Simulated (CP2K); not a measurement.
The system is GaP.

```
Ga P
1.0
     6.81095    0.00000    0.00000
     5.70235    3.72455    0.00000
     5.70235    1.69729    3.31534
Ga P
2 2
Direct
  0.56463 0.56463 0.56463
  0.43537 0.43537 0.43537
  0.94261 0.94261 0.94261
  0.05739 0.05739 0.05739
```

Measurements of this composition are mostly on another form, of space group No. 216.

Base run:

| Item | Value |
| --- | --- |
| Program | CP2K 2026.2 |
| Functional | BLYP |
| Potentials or basis | POTENTIAL_UZH Ga GTH-PBE-q13, P GTH-PBE-q5; TZVP-MOLOPT-PBE-GTH basis |
| Density cutoff | 9184 eV |
| k mesh | 8 × 8 × 8 |
| Occupations | fermi-dirac, width 0.05 eV |
| Spin | no spin polarisation |

Its results: band gap on the k mesh 0.95 eV, indirect (least direct gap 1.20 eV); pressure 4.1 GPa; largest force 0.090 eV/Å.

After a change of settings the same cell gave: band gap on the k mesh 0.71 eV, indirect (least direct gap 1.00 eV); pressure -2.1 GPa; largest force 0.180 eV/Å. Which change was it?
A. functional from BLYP to PBEsol
B. functional from BLYP to LDA
C. functional from BLYP to rev-vdW-DF2
D. functional from BLYP to MS2

A.

PBEsol binds more tightly than BLYP, so the same cell stands under less pressure.

Caveats: the potentials were made for another functional, which shifts forces and pressure; the basis of atomic orbitals isn't converged, which shifts pressures, moduli and gaps.

Runs at the PBE level aren't shown here.
